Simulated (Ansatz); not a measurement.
RbBr:

```xyz
2
Lattice="4.1261 0.0000 0.0000 0.0000 4.1261 0.0000 0.0000 0.0000 4.1261" Properties=species:S:1:pos:R:3 pbc="T T T"
Rb    0.0000    0.0000    0.0000
Br    2.0630    2.0630    2.0630
```

The cell comes from a database or a generator and needn't be the stable form of this composition.

Base run:

| Item | Value |
| --- | --- |
| Program | Ansatz 0.2.0 |
| Functional | HSE06 form with a typed share of exact exchange |
| Potentials or basis | Ansatz PAW |
| Cutoff | 420 eV (not typed: the program's choice for these potentials) |
| k mesh | 4 × 4 × 4 |
| Occupations | fermi-dirac, width 0.05 eV |
| Spin | no spin polarisation |

Its results: band gap on the k mesh 5.53 eV, indirect (least direct gap 5.70 eV); pressure 0.4 GPa.

**Question.** The run is repeated on the same cell with these changes: share of exact exchange from 0.3 to 0.25. What comes out?

**Answer.** Band gap on the k mesh 5.28 eV, indirect (least direct gap 5.45 eV); pressure 0.5 GPa.

Caveats: the PAW data sets come from PBE, with cores solved anew for the run's functional, which leaves a small shift of forces and pressure; the thresholds are loose for stress.

A k mesh can miss the band edges.
